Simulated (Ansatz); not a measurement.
## SnO2 under pressure: fit and missing row

SnO2, P4_2/mnm, a = 4.759 Å, c = 3.201 Å. Ansatz: r2SCAN, PAW, 500 eV, Γ-centred 6×6×8 mesh on 6 atoms, Gaussian smearing 0.02 eV; no spin polarisation. Cell and atoms are relaxed at each pressure, and no other structure is tried, so the rows at high pressure may lie past a change of phase.

| V (Å³/atom) | P (GPa) |
| --- | --- |
| ? | 90.00 |
| 10.251 | 49.98 |
| 10.972 | 25.02 |
| 11.476 | 12.02 |
| 11.861 | 4.02 |
| 12.030 | 0.99 |
| 12.085 | 0.03 |
| 12.145 | -0.98 |

Problem. Take V0 = 12.085 Å³/atom, count pressures from its P0 = 0.03 GPa, fit the third-order Birch–Murnaghan form to the other rows, and predict the missing volume.

Solution. With the Eulerian strain f = ½[(V0/V)^(2/3) − 1] and y = (P − P0)/[3f(1 + 2f)^(5/2)], the form is the line y = B0 + 1.5 B0 (B0′ − 4) f. Rows (f, y): 0.05799, 218.2; 0.03327, 213.1; 0.01754, 209.0; 0.00628, 205.3; 0.00152, 208.9; -0.00165, 205.7. Means f = 0.01916, y = 210.03; Σ(Δf)² = 0.002620, ΣΔfΔy = 0.5332; the slope is their ratio. y = 206.1 + 203.5 f GPa, so B0 = 206.1 GPa and B0′ = 4 + 2 × (203.5)/(3 × 206.1) = 4.66. P = 90.00 GPa is met at f = 0.08887 (y = 224.19), so V = V0 (1 + 2f)^(−3/2) = 9.455 Å³/atom. The run gave 9.445 Å³/atom, so the fit is 0.010 Å³/atom too high, 0.37 % of the span of the series, against an rms of 0.001 Å³/atom on the fitted rows. The row lies outside the fitted range. A fourth-order term fitted to the same rows gives P = 92.14 GPa at this row's volume (the line 90.64, the run 90.00), no gain.

The mesh isn't the same in all rows (6×6×8, 6×6×10).